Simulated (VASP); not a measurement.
# TiO2 (P4_2/mnm) in VASP: a series of runs

The runs below take TiO2 through single point, with PBE.

All numbers are computed with VASP 6.6.1; they aren't measurements. Logs are shortened: lines on timing, memory, paths and dates and some standing lists are left out, and cuts for length are marked.

## Step 1: The structure

It takes space group P4_2/mnm (No. 136, tetragonal). Conventional cell: a = 4.600 Å, b = 4.600 Å, c = 2.959 Å, α = 90.00°, β = 90.00°, γ = 90.00°. Around Ti (site symmetry mmm) lie 6 O at 1.95 to 1.98 Å. O (site symmetry m2m) is surrounded by 3 Ti at 1.95 to 1.98 Å.

The cell is a database's computed one.

## Step 2: Single point, PBE

File INCAR:

```
PREC = Accurate
ENCUT = 650
EDIFF = 1E-7
ISMEAR = 0
SIGMA = 0.05
LREAL = False
LASPH = True
NELM = 100
ALGO = Normal
ISIF = 2
LWAVE = False
LCHARG = False
GGA = PE
ADDGRID = False
```

File KPOINTS:

```
regular mesh
0
Gamma
  2 2 3
```

File POSCAR:

```
TiO2
1.0
    4.5998373239      0.0000000000      0.0000000000
    0.0000000000      4.5998373239      0.0000000000
    0.0000000000      0.0000000000      2.9592135600
Ti O
2 4
Direct
    0.0000000000      0.0000000000      0.5000000000
    0.5000000000      0.5000000000      0.0000000000
    0.3043213200      0.3043213200      0.5000000000
    0.1956786800      0.8043213200      0.0000000000
    0.8043213200      0.1956786800      0.0000000000
    0.6956786800      0.6956786800      0.5000000000
```

Potentials or basis: VASP PAW PBE potentials, release 64 (Ti_sv, O).

Started as:

```console
$ cat potpaw_PBE.64/Ti_sv/POTCAR potpaw_PBE.64/O/POTCAR > POTCAR
$ mpirun -np 1 vasp_std > vasp.out
```

OUTCAR:

```text
PREC = Accurate
   ENCUT = 650
   EDIFF = 1E-7
   ISMEAR = 0
   LREAL = False
   LASPH = True
   NELM = 100
   ISIF = 2
   GGA = PE

 Found      6 irreducible k-points:

 Following reciprocal coordinates:
            Coordinates               Weight
  0.000000  0.000000  0.000000      1.000000
  0.500000  0.000000  0.000000      2.000000
  0.500000  0.500000  0.000000      1.000000
  0.000000  0.000000  0.333333      2.000000
  0.500000  0.000000  0.333333      4.000000
  0.500000  0.500000  0.333333      2.000000
   k-points           NKPTS =      6   k-points in BZ     NKDIM =      6   number of bands    NBANDS=     28
   number of dos      NEDOS =    301   number of ions     NIONS =      6
   total plane-waves  NPLWV =  44800
   dimension x,y,z NGX =    40 NGY =   40 NGZ =   28
   dimension x,y,z NGXF=    80 NGYF=   80 NGZF=   56
   ions per type =               2   4
   NGX,Y,Z   is equivalent  to a cutoff of  14.46, 14.46, 15.73 a.u.
   NGXF,Y,Z  is equivalent  to a cutoff of  28.91, 28.91, 31.46 a.u.
 SYSTEM =  unknown system
   PREC   = accura    normal or accurate (medium, high low for compatibility)
   ISTART =      0    job   : 0-new  1-cont  2-samecut
   ICHARG =      2    charge: 1-file 2-atom 10-const
   ISPIN  =      1    spin polarized calculation?
   LNONCOLLINEAR =      F non collinear calculations
   LSORBIT =      F    spin-orbit coupling
   LASPH  =      T    aspherical Exc in radial PAW
   ENCUT  =  650.0 eV  47.77 Ry    6.91 a.u.   9.56  9.56  6.15*2*pi/ulx,y,z
   NELM   =    100;   NELMIN=  2; NELMDL= -5     # of ELM steps
   EDIFF  = 0.1E-06   stopping-criterion for ELM
   LREAL  =      F    real-space projection
   EDIFFG = 0.1E-05   stopping-criterion for IOM
   NSW    =      0    number of steps for IOM
   IBRION =     -1    ionic relax: 0-MD 1-quasi-New 2-CG
   NFREE  =      0    steps in history (QN), initial steepest desc. (CG)
   ISIF   =      2    stress and relaxation
   ISYM   =      2    0-nonsym 1-usesym 2-fastsym
   POTIM  = 0.5000    time-step for ionic-motion
   TEBEG  =    0.0;   TEEND  =   0.0 temperature during run
   PSTRESS=    0.0 pullay stress
   NELECT =      48.0000    total number of electrons
   NUPDOWN=      -1.0000    fix difference up-down
   EMIN   =  10.00;   EMAX   =-10.00  energy-range for DOS
   EFERMI =   0.00;   METHOD = LEGACY
   ISMEAR =     0;   SIGMA  =   0.05  broadening in eV -4-tet -1-fermi 0-gaus
   EFERMI_NEDOS =   21; number of points for ismear=-14 and -15
   IALGO  =     38    algorithm
   IMIX   =      4    mixing-type and parameters
     AMIX     =   0.40;   BMIX     =  1.00
     AMIX_MAG =   1.60;   BMIX_MAG =  1.00
  volume/ion in A,a.u.               =      10.44        70.42
  Fermi-wavevector in a.u.,A,eV,Ry     =   1.498309  2.831394 30.544140  2.244931
  Thomas-Fermi vector in A             =   2.610085
   LORBIT       =      0    0 simple, 1 ext, 2 COOP (PROOUT), +10 PAW based schemes
   GGA     = PE    functional components
   LHFCALC =     F    Hartree Fock is set to
   AEXX    =    0.0000 exact exchange contribution
   IVDW    =     0    specifies the selected vdW correction
   LEPSILON=     F    determine dielectric tensor
   LRPA    =     F    only Hartree local field effects (RPA)
 non-spin polarized calculation
 Gauss-broadening in eV      SIGMA  =   0.05
  energy-cutoff  :      650.00
  volume of cell :       62.61
 maximum number of plane-waves:      2369
 NGX is ok and might be reduce to    40
   NGX = 19   NGY = 19   NGZ = 13

 number of electron      48.0000000 magnetization

 Free energy of the ion-electron system (eV)
  ---------------------------------------------------
  ext. energy  EPLUGINS =         0.00000000
  ---------------------------------------------------
  free energy    TOTEN  =       -53.57865498 eV

  energy without entropy =      -53.57865498  energy(sigma->0) =      -53.57865498

 E-fermi :   5.0693     XC(G=0): -11.3963

 val. band max:        4.8416504650   @ k =   0.0000   0.0000   0.0000
 cond. band min:       6.6436241896   @ k =   0.0000   0.0000   0.0000
 fundamental gap:      1.8019737246
 Fermi energy:         5.0693400885

 k-point     1 :       0.0000    0.0000    0.0000
  band No.  band energies     occupation
      1     -52.1473      2.00000
      2     -52.1305      2.00000
      3     -28.4513      2.00000
      4     -28.4513      2.00000
      5     -28.2881      2.00000
      6     -28.2881      2.00000
      7     -28.2426      2.00000
      8     -28.2095      2.00000
      9     -13.3575      2.00000
     10     -12.1921      2.00000
     11     -11.4704      2.00000
     12     -11.4704      2.00000
     13      -0.9262      2.00000
     14      -0.5087      2.00000
     15      -0.0766      2.00000
     16       1.0219      2.00000
     17       1.0219      2.00000
     18       2.2826      2.00000
     19       2.2826      2.00000
     20       2.8591      2.00000
     21       4.1381      2.00000
     22       4.3867      2.00000
     23       4.3867      2.00000
     24       4.8417      2.00000
     25       6.6436      0.00000
     26       6.9384      0.00000
     27       7.1740      0.00000
     28       7.2744      0.00000

 k-point     2 :       0.5000    0.0000    0.0000
  band No.  band energies     occupation
      1     -52.1389      2.00000
      2     -52.1389      2.00000
      3     -28.4003      2.00000
      4     -28.4003      2.00000
      5     -28.3432      2.00000
      6     -28.3432      2.00000
      7     -28.2260      2.00000
      8     -28.2260      2.00000
      9     -12.6221      2.00000
     10     -12.6221      2.00000
     11     -11.7022      2.00000
     12     -11.7022      2.00000
     13      -0.0710      2.00000
     14      -0.0710      2.00000
     15       1.0826      2.00000
     16       1.0826      2.00000
     17       1.5940      2.00000
     18       1.5940      2.00000
     19       1.7744      2.00000
     20       1.7744      2.00000
     21       3.1944      2.00000
     22       3.1944      2.00000
     23       4.0981      2.00000
     24       4.0981      2.00000
     25       7.3132      0.00000
     26       7.3132      0.00000
     27       7.8027      0.00000
     28       7.8027      0.00000

 k-point     3 :       0.5000    0.5000    0.0000
  band No.  band energies     occupation
      1     -52.1388      2.00000
      2     -52.1388      2.00000
      3     -28.4634      2.00000
      4     -28.4634      2.00000
      5     -28.2807      2.00000
      6     -28.2807      2.00000
      7     -28.2259      2.00000
      8     -28.2259      2.00000
      9     -12.6926      2.00000
     10     -12.6926      2.00000
     11     -11.6005      2.00000
     12     -11.6005      2.00000
     13      -0.7007      2.00000
     14      -0.7007      2.00000
     15       0.9519      2.00000
     16       0.9519      2.00000
     17       1.9904      2.00000
     18       1.9904      2.00000
     19       2.6480      2.00000
     20       2.6480      2.00000
     21       3.5339      2.00000
     22       3.5339      2.00000
     23       3.7655      2.00000
     24       3.7655      2.00000
     25       6.6809      0.00000
     26       6.6809      0.00000
     27       7.2964      0.00000
     28       7.2964      0.00000

 k-point     4 :       0.0000    0.0000    0.3333
  band No.  band energies     occupation
      1     -52.1133      2.00000
      2     -52.1049      2.00000
      3     -28.5678      2.00000
      4     -28.5536      2.00000
      5     -28.3572      2.00000
      6     -28.3572      2.00000
      7     -28.2800      2.00000
      8     -28.2800      2.00000
      9     -12.4495      2.00000
     10     -11.8495      2.00000
     11     -11.8495      2.00000
     12     -11.8102      2.00000
     13       0.2562      2.00000
     14       0.3177      2.00000
     15       0.8155      2.00000
     16       0.8155      2.00000
     17       1.0721      2.00000
     18       1.1431      2.00000
     19       1.7536      2.00000
     20       2.7930      2.00000
     21       2.7930      2.00000
     22       3.2700      2.00000
     23       3.2700      2.00000
     24       3.8537      2.00000
     25       7.1308      0.00000
     26       7.4980      0.00000
     27       7.9192      0.00000
     28       8.1919      0.00000

 k-point     5 :       0.5000    0.0000    0.3333
  band No.  band energies     occupation
      1     -52.1090      2.00000
      2     -52.1090      2.00000
      3     -28.5733      2.00000
      4     -28.5733      2.00000
      5     -28.3209      2.00000
      6     -28.3209      2.00000
      7     -28.3048      2.00000
      8     -28.3048      2.00000
      9     -12.2284      2.00000
     10     -12.2284      2.00000
     11     -11.7537      2.00000
     12     -11.7537      2.00000
     13       0.2984      2.00000
     14       0.2984      2.00000
     15       0.6011      2.00000
     16       0.6011      2.00000
     17       1.3531      2.00000
     18       1.3531      2.00000
     19       2.1521      2.00000
     20       2.1521      2.00000
     21       3.0091      2.00000
     22       3.0091      2.00000
     23       3.8280      2.00000
     24       3.8280      2.00000
     25       7.0582      0.00000
     26       7.0582      0.00000
     27       8.0232      0.00000
     28       8.0232      0.00000

 k-point     6 :       0.5000    0.5000    0.3333
  band No.  band energies     occupation
      1     -52.1090      2.00000
      2     -52.1090      2.00000
      3     -28.5600      2.00000
      4     -28.5600      2.00000
      5     -28.3643      2.00000
      6     -28.3643      2.00000
      7     -28.2768      2.00000
      8     -28.2768      2.00000
      9     -12.0251      2.00000
     10     -12.0251      2.00000
     11     -11.9500      2.00000
     12     -11.9500      2.00000
     13       0.1063      2.00000
     14       0.1063      2.00000
     15       0.1892      2.00000
     16       0.1892      2.00000
     17       1.5461      2.00000
     18       1.5461      2.00000
     19       2.5289      2.00000
     20       2.5289      2.00000
     21       3.2765      2.00000
     22       3.2765      2.00000
     23       3.8541      2.00000
     24       3.8541      2.00000
     25       7.7341      0.00000
     26       7.7342      0.00000
     27       7.7605      0.00000
     28       7.8252      0.00000

------------------------ aborting loop because EDIFF is reached ----------------------------------------

  FORCE on cell =-STRESS in cart. coord.  units (eV):
  Direction    XX          YY          ZZ          XY          YZ          ZX
  --------------------------------------------------------------------------------------
  -------------------------------------------------------------------------------------
  Total        1.8573575      1.8573575      1.9591305      0.0000000      0.0000000      0.0000000
  in kB       47.5274857     47.5274857     50.1317294      0.0000000      0.0000000      0.0000000
  external PRESSURE =      48.3955669 kB  Pullay stress =       0.0000000 kB

 VOLUME and BASIS-vectors are now :
 -----------------------------------------------------------------------------
  energy-cutoff  :      650.00
  volume of cell :       62.61
      direct lattice vectors                 reciprocal lattice vectors
     4.599837324  0.000000000  0.000000000     0.217398993  0.000000000  0.000000000
     0.000000000  4.599837324  0.000000000     0.000000000  0.217398993  0.000000000
     0.000000000  0.000000000  2.959213560     0.000000000  0.000000000  0.337927622

 POSITION                                       TOTAL-FORCE (eV/Angst)
 -----------------------------------------------------------------------------------
      0.00000      0.00000      1.47961         0.000000      0.000000      0.000000
      2.29992      2.29992      0.00000         0.000000      0.000000      0.000000
      1.39983      1.39983      1.47961         0.001927      0.001927      0.000000
      0.90009      3.69975      0.00000        -0.001927      0.001927      0.000000
      3.69975      0.90009      0.00000         0.001927     -0.001927     -0.000000
      3.20001      3.20001      1.47961        -0.001927     -0.001927     -0.000000
 -----------------------------------------------------------------------------------
    total drift:                                0.000000      0.000000     -0.000000

  FREE ENERGIE OF THE ION-ELECTRON SYSTEM (eV)
  ---------------------------------------------------
  free  energy   TOTEN  =       -53.5786549769 eV

  energy  without entropy=      -53.5786549769  energy(sigma->0) =      -53.57865498
```

It took 20 s on 1 thread of AMD EPYC 7R13 (Zen 3), shared host; peak memory 0.17 GiB.

These settings aren't checked as converged: the numbers below hold their error.

What came out:

```yaml
Free_energy: -53.5787 eV
Pressure: 4.8 GPa
Band_gap_on_the_k_mesh: 1.80 eV, direct
```

Caveat: the k mesh is coarse (spacing up to 0.71 Å⁻¹), so the values aren't converged; an odd mesh through Γ misses points on the zone boundary, where band edges often lie.

## Step 3: Single point, PBE

Changes to INCAR since step 2:

```diff
@@ -1,3 +1,3 @@
 PREC = Accurate
-ENCUT = 650
+ENCUT = 400
 EDIFF = 1E-7
```

File KPOINTS:

```
regular mesh
0
Gamma
  3 3 4
```

POSCAR is that of step 2.

Potentials or basis: VASP PAW PBE potentials, release 64 (Ti_sv, O).

Started as:

```console
$ cat potpaw_PBE.64/Ti_sv/POTCAR potpaw_PBE.64/O/POTCAR > POTCAR
$ mpirun -np 1 vasp_std > vasp.out
```

Wall time 13 s (1 thread of AMD EPYC 7R13 (Zen 3), shared host); peak memory 0.12 GiB.

These settings aren't checked as converged: the numbers below hold their error.

What came out:

- Free energy: -53.7035 eV
- Largest force: 0.027 eV/Å
- Band gap on the k mesh: 1.84 eV, direct

Caveat: the k mesh is coarse (spacing up to 0.53 Å⁻¹), so the values aren't converged; the cutoff is under 1.25 times the usual one of these potentials, so pressure, stress and relaxed cells hold a basis-set (Pulay) error; an odd mesh through Γ misses points on the zone boundary, where band edges often lie.

(Part 1 of 2 ends here.)
